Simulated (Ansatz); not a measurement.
## Relaxing CoSn

Method: DFT PBEsol, scalar-relativistic, plane waves, PAW in Ansatz. Settings: 420 eV cutoff, 12×12×8 k-mesh, Gaussian smearing of 0.10 eV, no spin polarisation.

What was changed: biaxial strain in the a-b plane, c and atoms relaxed: +6.0 %.

Command:

```bash
ansatz run input.yaml --threads 1 --pin off --max-ram 2560MiB --backend cpu --events-out ev --progress --plain --runs-dir out
```

Input:

```yaml
crystal:
  lattice:
    - [5.5328987637, 0.0, 0.0]
    - [-2.7664493818, 4.7916308859, 0.0]
    - [0.0, 0.0, 4.0184068994]
  atoms:
    - { symbol: Co, position: [0.0, 0.5, 0.0] }
    - { symbol: Co, position: [0.5, 0.5, 0.0] }
    - { symbol: Co, position: [0.5, 0.0, 0.0] }
    - { symbol: Sn, position: [0.6666666667, 0.3333333333, 0.5] }
    - { symbol: Sn, position: [0.3333333333, 0.6666666667, 0.5] }
    - { symbol: Sn, position: [0.0, 0.0, 0.0] }
basis:
  ecutwfc: 420
kpoints:
  mp_grid: { grid: [12, 12, 8] }
hamiltonian:
  xc: pbesol
scf:
  occupations: { method: gaussian, width: 0.1 }
output:
  forces: true
  stress: true
  eigenvalues: true
relax:
  adjacent_minimum: "off"
  f_tol: 0.008
  max_steps: 40
  cell: { stress_tol: 0.015, fix: [a, b, gamma] }
```

F is the free energy. Steps run on the plane waves of an earlier cell, but the last one, and at times one on the way, on a freshly chosen basis, so a repeated geometry can differ a little in energy. The held parts of the cell keep their stress, so P needn't end at zero.

Steps:

| step | F − F(1) (eV) | largest force component (eV/Å) | V (Å³/atom) | P (GPa) |
| --- | --- | --- | --- | --- |
| 1 | 0.0000 | 0.000 | 17.756 | -8.48 |
| 2 | -0.0031 | 0.000 | 17.879 | -9.31 |
| 3 | -0.0032 | 0.000 | 17.874 | -9.28 |
| 4 | -0.0036 | 0.000 | 17.874 | -9.27 |

Relaxed structure:

```
CELL_PARAMETERS angstrom
5.53290 0.00000 0.00000
-2.76645 4.79163 0.00000
0.00000 0.00000 4.04518
ATOMIC_POSITIONS crystal
Co 0.00000 0.50000 0.00000
Co 0.50000 0.50000 0.00000
Co 0.50000 0.00000 0.00000
Sn 0.66667 0.33333 0.50000
Sn 0.33333 0.66667 0.50000
Sn 0.00000 0.00000 0.00000
```

It takes space group P6/mmm (No. 191, hexagonal). The conventional cell has a = 5.533 Å, b = 5.533 Å, c = 4.045 Å, α = 90.00°, β = 90.00°, γ = 120.00°. Co (site symmetry mmm) is surrounded by 6 Sn at 2.58 to 2.77 Å and 4 Co at 2.77 Å. Sn (site symmetry -6m2) is surrounded by 6 Co at 2.58 Å. Sn (site symmetry 6/mmm) has 6 Co at 2.77 Å as nearest neighbours.

The run converged. The run took 3.6 min on 1 thread of AMD EPYC 7R43 64-Core Processor (Zen 3), with other jobs on the host, peak memory 0.72 GiB.